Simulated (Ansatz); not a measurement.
NbAs:

```
Nb As
1.0
    -1.72585    1.72585    5.84000
     1.72585   -1.72585    5.84000
     1.72585    1.72585   -5.84000
Nb As
2 2
Direct
  0.50000 0.00000 0.50000
  0.75000 0.75000 0.00000
  0.91600 0.41600 0.50000
  0.16600 0.16600 0.00000
```

Base run:

```yaml
Program: Ansatz 0.2.0
Functional: PBEsol
Potentials_or_basis: all-electron LAPW, scalar-relativistic
Cutoff: 247 eV
Density_cutoff: 987 eV
Basis_error_allowed: 0.002 eV/atom
k_mesh: 11 × 11 × 11
Occupations: fermi-dirac, width 0.05 eV
Spin: no spin polarisation
Hubbard_terms: Nb d U = 2 eV
```

Its results: band gap on the k mesh none (metal or under the smearing width); pressure -1.7 GPa; largest force 0.284 eV/Å.

Problem. After a change of settings the same cell gave: band gap on the k mesh none (metal or under the smearing width); pressure 2.3 GPa; largest force 0.060 eV/Å. Which change was it?
A. basis error allowed from 0.002 eV/atom to 0.001 eV/atom; hubbard terms from Nb d U = 2 eV to none
B. hubbard terms from Nb d U = 2 eV to none
C. hubbard terms from Nb d U = 2 eV to Nb d U = 4 eV
D. hubbard terms from Nb d U = 2 eV to Nb d U = 6 eV

Solution. D.

Caveats: U is the effective U less J, on atomic orbitals that reach past the spheres; U without spin polarisation on a metal has little footing; the U is typed as a test and isn't derived for this compound.

Not every run made on this cell is shown here.
